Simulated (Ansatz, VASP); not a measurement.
**One calculation of Si, two programs**

Contents of POSCAR:

```
Si
1.0
    0.0000000000      3.1227905000      2.7154700000
    2.7154700000      0.0000000000      2.7154700000
    2.7154700000      3.1227905000      0.0000000000
Si
2
Direct
    0.5000000000      0.5000000000      0.5000000000
    0.7500000000      0.7500000000      0.7500000000
```

The input INCAR.step1:

```
SYSTEM = Si
PREC = Accurate
ENCUT = 520
ISMEAR = 0
SIGMA = 0.05
LREAL = .False.
LASPH = .True.
NELM = 80
NBANDS = 11
GGA = PE
ALGO = Normal
EDIFF = 1E-4
LWAVE = .True.
LCHARG = .False.
```

Contents of INCAR.step2:

```
SYSTEM = Si
PREC = Accurate
ENCUT = 520
EDIFF = 1E-6
ISMEAR = 0
SIGMA = 0.05
LREAL = .False.
LASPH = .True.
NELM = 80
ALGO = Normal
ISIF = 2
LWAVE = .False.
LCHARG = .False.
METAGGA = R2SCAN
LMIXTAU = .True.
NBANDS = 11
ISTART = 1
```

Contents of KPOINTS:

```
regular mesh
0
Gamma
  10 10 10
  0 0 0
```

Input for Ansatz:

```yaml
crystal:
  lattice:
    - [0.0, 3.1227905, 2.71547]
    - [2.71547, 0.0, 2.71547]
    - [2.71547, 3.1227905, 0.0]
  atoms:
    - { symbol: Si, position: [0.5, 0.5, 0.5] }
    - { symbol: Si, position: [0.75, 0.75, 0.75] }
basis:
  ecutwfc: 500
kpoints:
  mp_grid: { grid: [10, 10, 10] }
hamiltonian:
  xc: r2scan
scf:
  occupations: { method: gaussian, width: 0.05 }
output:
  forces: true
  stress: true
  eigenvalues: true
  write_density: true
  write_potential: true
  elf: true
  volumetric_format: npy
```

Change from the starting cell: strain +0.1500 x Voigt [0, 1, 0, 0, 0, 0], atoms carried along.

Alike in both runs: task single point; functional r2SCAN; k mesh 10 × 10 × 10; occupations gaussian, width 0.05 eV; no spin polarisation.

```csv
,VASP,Ansatz
version,VASP 6.6.1,Ansatz 0.2.0
potentials or method,"VASP PAW PBE potentials, release 64 (Si)","scalar-relativistic, plane waves, PAW"
plane-wave cutoff (eV),520,500
valence electrons in the cell,8,8
```

VASP gave:

- gap on the k mesh at the Fermi level (eV): 0.21
- least direct gap on the mesh (eV): 1.30
- pressure (GPa): -9.9
- largest component of the traceless stress (GPa): 11.04

What did Ansatz give for the same quantities?

gap on the k mesh at the Fermi level (eV): 0.20; least direct gap on the mesh (eV): 1.29; pressure (GPa): -9.7; largest component of the traceless stress (GPa): 11.00.

With one functional, cell and mesh, what is left measures potentials, basis and numerics.

Caveats: the PAW data sets were made with another functional, which shifts forces and pressure a little (VASP).
